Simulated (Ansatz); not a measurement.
Born–Oppenheimer molecular dynamics of a periodic cell of 24 atoms, K2S (host K2S, host structure Fm-3m). It starts from a structure without forces on its atoms.

Computed with Ansatz, DFT PBE, scalar-relativistic, plane waves, PAW. Settings: cutoff 420 eV, k mesh 1x1x1, fermi-dirac smearing 0.05 eV, no spin polarisation.

```yaml
ensemble: NVT, Langevin thermostat
time_step: 2 fs
steps_asked: 280
set_temperature: 900 K
friction: 0.005 /fs
seed: 522472
```

First frame:

```xyz
24
Lattice="0.0000 7.4880 7.4880 7.4880 0.0000 7.4880 7.4880 7.4880 0.0000" Properties=species:S:1:pos:R:3
K 5.616 5.616 5.616
K 1.872 1.872 1.872
S 0.000 0.000 0.000
K 9.360 9.360 5.616
K 5.616 5.616 1.872
S 3.744 3.744 0.000
K 9.360 5.616 9.360
K 5.616 1.872 5.616
S 3.744 0.000 3.744
K 13.104 9.360 9.360
K 9.360 5.616 5.616
S 7.488 3.744 3.744
K 5.616 9.360 9.360
K 1.872 5.616 5.616
S 0.000 3.744 3.744
K 9.360 13.104 9.360
K 5.616 9.360 5.616
S 3.744 7.488 3.744
K 9.360 9.360 13.104
K 5.616 5.616 9.360
S 3.744 3.744 7.488
K 13.104 13.104 13.104
K 9.360 9.360 9.360
S 7.488 7.488 7.488
```

(1) What does the run give?

(2) What happens to the structure?

(3) How do temperature and energy run in time?

## Answers

(1) The run went to its last step.

```yaml
steps_done: 280
time_covered: 560 fs
mean_temperature_over_the_second_half: 866 K
spread_of_the_potential_energy_over_the_second_half: 10.5 meV per atom
mean_potential_energy_of_the_second_half_above_the_start: 117.7 meV per atom
```

A run of 0.56 ps of so small a system gives no equilibrium averages. Limits of this set-up: coarse k mesh.

(2) Mean squared displacements from the first frame to the last, about the centre of mass: K 0.24 Å², S 0.16 Å². Another seed would give other details.

(3) 
| time (fs) | T (K) | potential energy less start (eV) |
| --- | --- | --- |
| 0.0 | 862 | 0.000 |
| 18.0 | 703 | 0.442 |
| 36.0 | 469 | 1.377 |
| 54.0 | 321 | 2.015 |
| 72.0 | 438 | 2.053 |
| 90.0 | 507 | 2.009 |
| 108.0 | 425 | 1.876 |
| 126.0 | 562 | 1.775 |
| 144.0 | 667 | 1.933 |
| 162.0 | 508 | 2.130 |
| 180.0 | 561 | 2.116 |
| 198.0 | 585 | 2.124 |
| 216.0 | 620 | 2.099 |
| 234.0 | 826 | 1.946 |
| 252.0 | 928 | 1.820 |
| 270.0 | 1113 | 1.845 |
| 288.0 | 1102 | 2.108 |
| 306.0 | 1058 | 2.580 |
| 324.0 | 842 | 3.068 |
| 342.0 | 853 | 3.181 |
| 360.0 | 936 | 2.910 |
| 378.0 | 994 | 2.667 |
| 396.0 | 967 | 2.817 |
| 414.0 | 810 | 2.950 |
| 432.0 | 748 | 2.931 |
| 450.0 | 741 | 2.915 |
| 468.0 | 843 | 2.824 |
| 486.0 | 920 | 2.639 |
| 504.0 | 859 | 2.740 |
| 522.0 | 712 | 2.925 |
| 540.0 | 757 | 3.087 |
| 558.0 | 754 | 2.921 |

Time of the run: 16 min on 2 threads of Arm Neoverse V1 (shared host), peak memory 0.77 GiB.
